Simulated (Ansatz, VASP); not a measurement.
Given: the input of a run of VASP 6.6.1 on Ca.

The input INCAR:

```
ALGO = Normal
EDIFF = 1E-7
ENCUT = 520
GGA = PE
ISIF = 2
ISMEAR = -1
LASPH = True
LCHARG = False
LREAL = False
LWAVE = False
NBANDS = 11
NELM = 80
PREC = Accurate
SIGMA = 0.05
```

Contents of KPOINTS:

```
k-points
0
Gamma
  8 8 8
```

The input POSCAR:

```
Ca
1.0
    0.0000000000      2.8309700062      2.8309700062
    2.8309700062      0.0000000000      2.8309700062
    2.8309700062      2.8309700062      0.0000000000
Ca
1
Direct
    0.0000000000      0.0000000000      0.0000000000
```

Potentials or basis: VASP PAW PBE potentials, release 64 (Ca_sv).

Command:

```sh
$ cat potpaw_PBE.64/Ca_sv/POTCAR > POTCAR
$ mpirun -np 1 vasp_std > vasp.out
```

**Question.** Translate it to Ansatz 0.2.0. Potentials there: Ansatz PAW.

**Answer.** As run (the cutoff follows the program's own potentials):

input.yaml

```yaml
crystal:
  lattice:
    - [0.0, 2.8309700062, 2.8309700062]
    - [2.8309700062, 0.0, 2.8309700062]
    - [2.8309700062, 2.8309700062, 0.0]
  atoms:
    - { symbol: Ca, position: [0.0, 0.0, 0.0] }
hamiltonian:
  xc: pbe
  pseudopotentials: { kind: paw }
kpoints:
  mp_grid: { grid: [8, 8, 8] }
scf:
  occupations: { method: fermi_dirac, width: 0.05 }
output:
  forces: true
  stress: true
  eigenvalues: true
```

Potentials or basis: Ansatz PAW.

Run with:

```bash
$ ansatz run input.yaml --threads 1 --pin off --max-ram 3584MiB --backend cpu --events-out ev --progress --plain --runs-dir out
```

Both were run:

|  | VASP | Ansatz | Ansatz less VASP |
| --- | --- | --- | --- |
| gap on the k mesh at the Fermi level (eV) | none | none | - |
| pressure (GPa) | -1.1 | -1.1 | -0.01 |

A gap of «none» marks a metal or a gap that the smearing closes.
